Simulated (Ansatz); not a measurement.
# Band structure of SrO

```
Sr O
1.0
     0.00000    2.80659    2.80659
     2.80659    0.00000    2.80659
     2.80659    2.80659    0.00000
Sr O
1 1
Cartesian
  0.0000 0.0000 0.0000
  1.4033 1.4033 1.4033
```

Atoms are numbered in the order listed.

The structure comes from a relaxation in the same program, started in the zincblende type, and has space group F-43m. Whether it is a known phase or the ground state wasn't checked.

Method: DFT, PBE, all-electron LAPW, Dirac equation with spin-orbit coupling (Ansatz 0.2.0).

Sampling and basis: a Γ-centred 11×11×11 k mesh, Fermi–Dirac smearing of 0.03 eV, basis error target 0.5 meV/atom, no spin polarisation.

Points in fractions of the reciprocal vectors of this cell: Γ (0, 0, 0), X (-0.5, -0.5, 0), U (-0.375, -0.375, 0.25), K (-0.375, 0, 0.375), L (0, 0, 0.5), W (-0.5, -0.25, 0.25). The path joins them by straight lines in the order Γ–X–U–K–Γ–L–W–X; legs that retrace an earlier one aren't tabulated. Energies are in eV from the top of the valence band.

Question: Metal or insulator at this level of theory?

Answer: An insulator or semiconductor: gap 2.45 eV, indirect from W (-0.5, -0.25, 0.25) to Γ.

Question: Tabulate bands 32 to 37, counted from the lowest band of the run, along the path.

Answer: 
```
k (1/Å)  point  band 32  band 33  band 34  band 35  band 36  band 37
   0.00      Γ    -0.83    -0.83    -0.83     2.45     2.45     7.99
   0.22           -0.78    -0.76    -0.76     2.90     2.90     7.29
   0.45           -0.59    -0.58    -0.58     3.95     3.95     6.15
   0.67           -0.35    -0.33    -0.33     4.87     4.87     5.47
   0.90           -0.14    -0.11    -0.11     4.62     4.62     5.72
   1.12      X    -0.05    -0.02    -0.02     4.53     4.53     5.68
   1.20           -0.06    -0.03    -0.03     4.52     4.53     5.68
   1.28           -0.07    -0.05    -0.05     4.51     4.54     5.68
   1.36           -0.10    -0.08    -0.08     4.50     4.54     5.71
   1.44           -0.14    -0.13    -0.13     4.49     4.54     5.78
   1.52      U    -0.21    -0.19    -0.18     4.50     4.54     5.89
   1.65           -0.37    -0.16    -0.12     4.53     4.58     5.88
   1.79           -0.58    -0.13    -0.08     4.58     4.64     5.79
   1.93           -0.58    -0.13    -0.08     4.58     4.64     5.79
   2.06           -0.37    -0.16    -0.12     4.53     4.58     5.88
   2.20      K    -0.21    -0.19    -0.18     4.50     4.54     5.89
   2.44           -0.49    -0.36    -0.36     4.71     4.75     6.39
   2.68           -0.56    -0.54    -0.53     4.81     4.81     6.87
   2.91           -0.70    -0.63    -0.62     4.00     4.01     6.99
   3.15           -0.80    -0.76    -0.76     2.94     2.94     7.50
   3.39      Γ    -0.83    -0.83    -0.83     2.45     2.45     7.99
   3.58           -0.81    -0.79    -0.79     2.79     2.79     7.74
   3.78           -0.74    -0.71    -0.71     3.58     3.58     7.44
   3.97           -0.64    -0.61    -0.61     4.42     4.42     7.35
   4.16           -0.58    -0.54    -0.54     5.00     5.00     7.32
   4.36      L    -0.55    -0.52    -0.52     5.21     5.21     7.03
   4.52           -0.54    -0.50    -0.49     5.15     5.17     6.73
   4.67           -0.58    -0.39    -0.36     4.97     5.01     6.33
   4.83           -0.64    -0.23    -0.19     4.73     4.78     5.98
   4.99           -0.68    -0.10    -0.05     4.56     4.62     5.72
   5.15      W    -0.67    -0.05     0.00     4.50     4.57     5.62
   5.26           -0.48    -0.05     0.00     4.50     4.56     5.63
   5.37           -0.30    -0.05    -0.01     4.51     4.56     5.64
   5.48           -0.16    -0.04    -0.02     4.51     4.55     5.66
   5.60           -0.07    -0.03    -0.02     4.52     4.54     5.68
   5.71      X    -0.05    -0.02    -0.02     4.53     4.53     5.68
```

Kohn–Sham gaps of semilocal functionals usually fall short of measured ones.
